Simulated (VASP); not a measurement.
# K (I4/mmm) in VASP: a series of runs

The runs below take K through single point, with LDA.

Program: VASP 6.6.1. These are calculated values, not measurements. Logs are shortened: lines on timing, memory, paths and dates and some standing lists are left out, and cuts for length are marked.

## Step 1: The crystal as given

The structure is tetragonal, space group I4/mmm (No. 139). The conventional cell has a = 4.927 Å, b = 4.927 Å, c = 5.913 Å, α = 90.00°, β = 90.00°, γ = 90.00°.

This isn't the form of K at room conditions, which is bcc.

## Step 2: Single point, LDA

INCAR

```
  ALGO = Fast
  EDIFF = 1E-6
  ENCUT = 520
  GGA = CA
  ISIF = 2
  ISMEAR = 0
  LASPH = T
  LCHARG = F
  LREAL = F
  LWAVE = F
  NBANDS = 10
  NELM = 100
  PREC = Accurate
  SIGMA = 0.15
```

KPOINTS

```
k-points
0
Gamma
  14 14 14
```

POSCAR

```
K
1.0
   -2.4636323236      2.4636323236      2.9563587883
    2.4636323236     -2.4636323236      2.9563587883
    2.4636323236      2.4636323236     -2.9563587883
K
1
Direct
    0.0000000000      0.0000000000      0.0000000000
```

Potentials or basis: VASP PAW LDA potentials, release 64 (K_sv).

On the command line:

```
cat potpaw_LDA.64/K_sv/POTCAR > POTCAR
mpirun -np 1 vasp_std > vasp.out
```

OUTCAR:

```text
EDIFF = 1E-6
   ENCUT = 520
   GGA = CA
   ISIF = 2
   ISMEAR = 0
   LASPH = T
   LREAL = F
   NELM = 100
   PREC = Accurate

 ion  position               nearest neighbor table
   1  0.000  0.000  0.000-

  LATTYP: Found a body centered tetragonal cell.
 ALAT       =     4.9272646472
 C/A-ratio  =     1.2000000000

  Lattice vectors:

 A1 = (  -2.4636323236,   2.4636323236,   2.9563587883)
 A2 = (   2.4636323236,  -2.4636323236,   2.9563587883)
 A3 = (   2.4636323236,   2.4636323236,  -2.9563587883)

Analysis of symmetry for initial positions (statically):
=====================================================================
 Subroutine PRICEL returns:
 Original cell was already a primitive cell.

 Routine SETGRP: Setting up the symmetry group for a
 body centered tetragonal supercell.

 Subroutine GETGRP returns: Found 16 space group operations
 (whereof 16 operations were pure point group operations)
 out of a pool of 16 trial point group operations.

The static configuration has the point symmetry D_4h.

Analysis of symmetry for dynamics (positions and initial velocities):
=====================================================================
 Subroutine PRICEL returns:
 Original cell was already a primitive cell.

 Routine SETGRP: Setting up the symmetry group for a
 body centered tetragonal supercell.

 Subroutine GETGRP returns: Found 16 space group operations
 (whereof 16 operations were pure point group operations)
 out of a pool of 16 trial point group operations.

The dynamic configuration has the point symmetry D_4h.

 Subroutine INISYM returns: Found 16 space group operations
 (whereof 16 operations are pure point group operations),
 and found     1 'primitive' translations

----------------------------------------------------------------------------------------

                                     Primitive cell

  volume of cell :      71.7743

  direct lattice vectors                    reciprocal lattice vectors
    -2.463632324  2.463632324  2.956358788     0.000000000  0.202952362  0.169126969
     2.463632324 -2.463632324  2.956358788     0.202952362  0.000000000  0.169126969
     2.463632324  2.463632324 -2.956358788     0.202952362  0.202952362  0.000000000

  length of vectors
     4.569357256  4.569357256  4.569357256     0.264184770  0.264184770  0.287017983

  position of ions in fractional coordinates (direct lattice)
     0.000000000  0.000000000  0.000000000

  ion indices of the primitive-cell ions
   primitive index   ion index
                 1           1

----------------------------------------------------------------------------------------

 KPOINTS: k-points

Automatic generation of k-mesh.
 Grid dimensions read from file:
 generate k-points for:   14   14   14

 Generating k-lattice:

  Cartesian coordinates                     Fractional coordinates (reciprocal lattice)
     0.000000000  0.014496597  0.012080498     0.071428571  0.000000000  0.000000000
     0.014496597  0.000000000  0.012080498     0.000000000  0.071428571  0.000000000
     0.014496597  0.014496597  0.000000000     0.000000000  0.000000000  0.071428571

  Length of vectors
     0.018870341  0.018870341  0.020501285

  Shift w.r.t. Gamma in fractional coordinates (k-lattice)
     0.000000000  0.000000000  0.000000000

 Subroutine IBZKPT returns following result:
 ===========================================

 Found    244 irreducible k-points:

 Following reciprocal coordinates:
            Coordinates               Weight
  0.000000  0.000000  0.000000      1.000000
  0.071429  0.000000  0.000000      8.000000
  0.142857  0.000000  0.000000      8.000000
  0.214286  0.000000  0.000000      8.000000
  0.285714  0.000000  0.000000      8.000000
  0.357143  0.000000  0.000000      8.000000
[... 16 lines left out ...]
  0.214286  0.142857 -0.000000     16.000000
  0.285714  0.142857  0.000000     16.000000
 [... further k-points ...]
   k-points           NKPTS =    244   k-points in BZ     NKDIM =    244   number of bands    NBANDS=     10
   number of dos      NEDOS =    301   number of ions     NIONS =      1
   total plane-waves  NPLWV =  46656
   dimension x,y,z NGX =    36 NGY =   36 NGZ =   36
   dimension x,y,z NGXF=    72 NGYF=   72 NGZF=   72
   ions per type =               1
   NGX,Y,Z   is equivalent  to a cutoff of  13.10, 13.10, 13.10 a.u.
   NGXF,Y,Z  is equivalent  to a cutoff of  26.20, 26.20, 26.20 a.u.
 SYSTEM =  unknown system
   PREC   = accura    normal or accurate (medium, high low for compatibility)
   ISTART =      0    job   : 0-new  1-cont  2-samecut
   ICHARG =      2    charge: 1-file 2-atom 10-const
   ISPIN  =      1    spin polarized calculation?
   LNONCOLLINEAR =      F non collinear calculations
   LSORBIT =      F    spin-orbit coupling
   LASPH  =      T    aspherical Exc in radial PAW
   ENCUT  =  520.0 eV  38.22 Ry    6.18 a.u.   8.50  8.50  8.50*2*pi/ulx,y,z
   NELM   =    100;   NELMIN=  2; NELMDL= -5     # of ELM steps
   EDIFF  = 0.1E-05   stopping-criterion for ELM
   LREAL  =      F    real-space projection
   EDIFFG = 0.1E-04   stopping-criterion for IOM
   NSW    =      0    number of steps for IOM
   IBRION =     -1    ionic relax: 0-MD 1-quasi-New 2-CG
   NFREE  =      0    steps in history (QN), initial steepest desc. (CG)
   ISIF   =      2    stress and relaxation
   ISYM   =      2    0-nonsym 1-usesym 2-fastsym
   POTIM  = 0.5000    time-step for ionic-motion
   TEBEG  =    0.0;   TEEND  =   0.0 temperature during run
   PSTRESS=    0.0 pullay stress
   NELECT =       9.0000    total number of electrons
   NUPDOWN=      -1.0000    fix difference up-down
   EMIN   =  10.00;   EMAX   =-10.00  energy-range for DOS
   EFERMI =   0.00;   METHOD = LEGACY
   ISMEAR =     0;   SIGMA  =   0.15  broadening in eV -4-tet -1-fermi 0-gaus
   EFERMI_NEDOS =   21; number of points for ismear=-14 and -15
   IALGO  =     68    algorithm
   IMIX   =      4    mixing-type and parameters
     AMIX     =   0.40;   BMIX     =  1.00
     AMIX_MAG =   1.60;   BMIX_MAG =  1.00
  volume/ion in A,a.u.               =      71.77       484.36
  Fermi-wavevector in a.u.,A,eV,Ry     =   0.819406  1.548454  9.135317  0.671427
  Thomas-Fermi vector in A             =   1.930206
   LORBIT       =      0    0 simple, 1 ext, 2 COOP (PROOUT), +10 PAW based schemes
   GGA     = CA    functional components
   LHFCALC =     F    Hartree Fock is set to
   AEXX    =    0.0000 exact exchange contribution
   IVDW    =     0    specifies the selected vdW correction
   LEPSILON=     F    determine dielectric tensor
   LRPA    =     F    only Hartree local field effects (RPA)
 non-spin polarized calculation
 RMM-DIIS sequential band-by-band and
 Gauss-broadening in eV      SIGMA  =   0.15
  energy-cutoff  :      520.00
  volume of cell :       71.77
 maximum number of plane-waves:      1952
 NGX is ok and might be reduce to    36

 number of electron       9.0000000 magnetization

 Free energy of the ion-electron system (eV)
  ---------------------------------------------------
  ext. energy  EPLUGINS =         0.00000000
  ---------------------------------------------------
  free energy    TOTEN  =        -1.15837592 eV

  energy without entropy =       -1.14993980  energy(sigma->0) =       -1.15415786

 E-fermi :  -0.2526     XC(G=0):  -5.9322

 val. band max:       -0.2728752958   @ k =  -0.2857   0.3571   0.2143
 cond. band min:      -0.2432029697   @ k =  -0.2143   0.3571   0.2143
 fundamental gap:      0.0296723261
 Fermi energy:        -0.2525909007

 k-point     1 :       0.0000    0.0000    0.0000
  band No.  band energies     occupation
      1     -32.0606      2.00000
      2     -15.7392      2.00000
      3     -15.7392      2.00000
      4     -15.7384      2.00000
      5      -2.4566      2.00000
      6       3.7647      0.00000
      7       3.7647      0.00000
      8       4.2965      0.00000
      9       4.5378      0.00000
     10       5.2928      0.00000

 k-point     2 :       0.0714    0.0000    0.0000
  band No.  band energies     occupation
      1     -32.0603      2.00000
      2     -15.7428      2.00000
      3     -15.7401      2.00000
      4     -15.7388      2.00000
      5      -2.3942      2.00000
      6       3.6746      0.00000
      7       3.7749      0.00000
      8       4.2455      0.00000
      9       4.5086      0.00000
     10       5.2284      0.00000

 k-point     3 :       0.1429    0.0000    0.0000
  band No.  band energies     occupation
      1     -32.0597      2.00000
      2     -15.7536      2.00000
      3     -15.7428      2.00000
      4     -15.7391      2.00000
      5      -2.2091      2.00000
      6       3.3332      0.00000
      7       3.7624      0.00000
      8       4.2364      0.00000
      9       4.4969      0.00000
     10       5.1008      0.00000

 k-point     4 :       0.2143    0.0000    0.0000
  band No.  band energies     occupation
      1     -32.0588      2.00000
      2     -15.7692      2.00000
      3     -15.7467      2.00000
      4     -15.7396      2.00000
      5      -1.9078      2.00000
      6       2.8039      0.00000
      7       3.6586      0.00000
      8       4.2925      0.00000
      9       4.6338      0.00000
     10       5.0167      0.00000
[... 222 lines left out ...]
 k-point    22 :       0.1429    0.1429    0.0000
  band No.  band energies     occupation
      1     -32.0583      2.00000
      2     -15.7733      2.00000
      3     -15.7498      2.00000
      4     -15.7408      2.00000
      5      -1.7723      2.00000
      6       2.7674      0.00000
      7       3.3547      0.00000
      8       4.3434      0.00000
      9       4.5956      0.00000
     10       5.1426      0.00000

 k-point    23 :       0.2143    0.1429   -0.0000
  band No.  band energies     occupation
      1     -32.0574      2.00000
      2     -15.7863      2.00000
      3     -15.7554      2.00000
      4     -15.7419      2.00000
      5      -1.3887      2.00000
      6       2.3115      0.00000
      7       3.0903      0.00000
      8       4.4030      0.00000
      9       4.6450      0.00000
     10       5.2915      0.00000

 k-point    24 :       0.2857    0.1429    0.0000
  band No.  band energies     occupation
      1     -32.0565      2.00000
      2     -15.7983      2.00000
      3     -15.7605      2.00000
      4     -15.7431      2.00000
      5      -0.9114      2.00000
      6       1.7511      0.00000
      7       2.9080      0.00000
      8       4.2569      0.00000
      9       4.9028      0.00000
     10       5.5066      0.00000

 [... further k-points ...]

------------------------ aborting loop because EDIFF is reached ----------------------------------------

  FORCE on cell =-STRESS in cart. coord.  units (eV):
  Direction    XX          YY          ZZ          XY          YZ          ZX
  --------------------------------------------------------------------------------------
  -------------------------------------------------------------------------------------
  Total       -0.1862684     -0.1862684     -0.1763466      0.0000000     -0.0000000      0.0000000
  in kB       -4.1579645     -4.1579645     -3.9364863      0.0000000     -0.0000000      0.0000000
  external PRESSURE =      -4.0841384 kB  Pullay stress =       0.0000000 kB

 VOLUME and BASIS-vectors are now :
 -----------------------------------------------------------------------------
  energy-cutoff  :      520.00
  volume of cell :       71.77
      direct lattice vectors                 reciprocal lattice vectors
    -2.463632324  2.463632324  2.956358788     0.000000000  0.202952362  0.169126969
     2.463632324 -2.463632324  2.956358788     0.202952362  0.000000000  0.169126969
     2.463632324  2.463632324 -2.956358788     0.202952362  0.202952362  0.000000000

 POSITION                                       TOTAL-FORCE (eV/Angst)
 -----------------------------------------------------------------------------------
      0.00000      0.00000      0.00000         0.000000      0.000000     -0.000000
 -----------------------------------------------------------------------------------
    total drift:                               -0.000000      0.000000      0.000000

  FREE ENERGIE OF THE ION-ELECTRON SYSTEM (eV)
  ---------------------------------------------------
  free  energy   TOTEN  =        -1.1583759186 eV

  energy  without entropy=       -1.1499397995  energy(sigma->0) =       -1.15415786
```

Wall time 80 s (1 thread of Intel Xeon 6975P-C (Granite Rapids), shared host); peak memory 0.28 GiB.

What came out:

```yaml
Free_energy: -1.1584 eV
Pressure: -0.4 GPa
Band_gap_on_the_k_mesh: none (metal or under the smearing width)
```

Levels at points of the mesh, in eV from the Fermi level:
```csv
k point,band 3,band 4,band 5,band 6,band 7,band 8
"(0.00, 0.00, 0.00)",-15.49,-15.49,-2.20,4.02,4.02,4.55
"(0.50, 0.00, 0.00)",-15.51,-15.49,0.30,0.64,3.48,4.37
"(0.50, 0.50, 0.00)",-15.52,-15.50,0.67,1.07,2.54,5.21
"(0.50, 0.50, 0.50)",-15.53,-15.53,1.30,1.97,2.29,4.25
```

## Step 3: Single point, LDA

This run uses another cell than the first one, of the same volume but with other edges.

INCAR

```
SYSTEM = K
PREC     = Accurate       ! precision mode
ENCUT    = 520            ! plane-wave cutoff, eV
EDIFF    = 1E-6           ! SCF threshold, eV
ISMEAR   = 0              ! smearing method
SIGMA    = 0.15           ! smearing width, eV
LREAL    = .False.        ! projectors in reciprocal space
LASPH    = .True.         ! aspherical terms in the spheres
NELM     = 100            ! most SCF steps
ALGO     = Fast           ! electronic algorithm
ISIF     = 2              ! what is computed and relaxed
LWAVE    = .False.        ! write WAVECAR
LCHARG   = .False.        ! write CHGCAR
GGA      = CA             ! functional
NBANDS   = 10             ! bands
```

KPOINTS

```
Automatic mesh
0
Gamma
  14 14 14
  0 0 0
```

POSCAR

```
K
1.0
   -2.3324902609      2.3324902609      3.2981412289
    2.3324902609     -2.3324902609      3.2981412289
    2.3324902609      2.3324902609     -3.2981412289
K
1
Direct
    0.0000000000      0.0000000000      0.0000000000
```

Potentials or basis: VASP PAW LDA potentials, release 64 (K_sv).

On the command line:

```
cat potpaw_LDA.64/K_sv/POTCAR > POTCAR
mpirun -np 1 vasp_std > vasp.out
```

It took 87 s on 1 thread of Intel Xeon 6975P-C (Granite Rapids), shared host; peak memory 0.28 GiB.

Results (log left out):

```yaml
Free_energy: -1.1599 eV
Pressure: -0.4 GPa
Band_gap_on_the_k_mesh: none (metal or under the smearing width)
```

Levels at points of the mesh, in eV from the Fermi level:
| k point | band 2 | band 3 | band 4 | band 5 | band 6 | band 7 | band 8 | band 9 |
| --- | --- | --- | --- | --- | --- | --- | --- | --- |
| (0.00, 0.00, 0.00) | -15.49 | -15.49 | -15.49 | -2.21 | 4.11 | 4.11 | 4.11 | 5.34 |
| (0.50, 0.00, 0.00) | -15.56 | -15.50 | -15.50 | 0.27 | 0.60 | 3.91 | 3.91 | 6.05 |
| (0.50, 0.50, 0.00) | -15.56 | -15.51 | -15.51 | 0.89 | 1.42 | 2.28 | 4.98 | 4.98 |
| (0.50, 0.50, 0.50) | -15.56 | -15.51 | -15.51 | 0.89 | 1.42 | 2.28 | 4.98 | 4.98 |

## Step 4: Single point, LDA

INCAR

```
SYSTEM = K
ALGO = Fast
EDIFF = 1E-6
ENCUT = 520
ISIF = 2
ISMEAR = 0
LASPH = .True.
LCHARG = .False.
LREAL = .False.
LWAVE = .False.
NBANDS = 10
NELM = 100
PREC = Accurate
SIGMA = 0.15
```

KPOINTS

```
k-points
0
Gamma
  14 14 14
  0 0 0
```

POSCAR

```
K
1.0
   -2.9387535784      2.9387535784      2.0776987799
    2.9387535784     -2.9387535784      2.0776987799
    2.9387535784      2.9387535784     -2.0776987799
K
1
Direct
    0.0000000000      0.0000000000      0.0000000000
```

On the command line:

```
cat potpaw_LDA.64/K_sv/POTCAR > POTCAR
mpirun -np 1 vasp_std > vasp.out
```

It took 66 s on 1 thread of Intel Xeon 6975P-C (Granite Rapids), shared host; peak memory 0.28 GiB.

It converged, with:

```
Free energy            : -1.1223 eV
Pressure               : -0.3 GPa
Band gap on the k mesh : none (metal or under the smearing width)
```

Stress tensor (GPa, compression positive):
```
-0.62  0.00  0.00
 0.00 -0.62  0.00
 0.00  0.00  0.40
```

Levels at points of the mesh, in eV from the Fermi level:
| k point | band 1 | band 2 | band 3 | band 4 | band 5 | band 6 | band 7 | band 8 |
| --- | --- | --- | --- | --- | --- | --- | --- | --- |
| (0.00, 0.00, 0.00) | -31.86 | -15.53 | -15.53 | -15.51 | -2.21 | 3.12 | 3.85 | 5.18 |
| (0.50, 0.00, 0.00) | -31.85 | -15.65 | -15.55 | -15.54 | 0.79 | 1.24 | 2.61 | 4.71 |
| (0.50, 0.50, 0.00) | -31.85 | -15.60 | -15.53 | -15.52 | -0.14 | 0.26 | 3.88 | 4.74 |
| (0.50, 0.50, 0.50) | -31.85 | -15.59 | -15.59 | -15.53 | 1.22 | 1.68 | 2.33 | 2.33 |
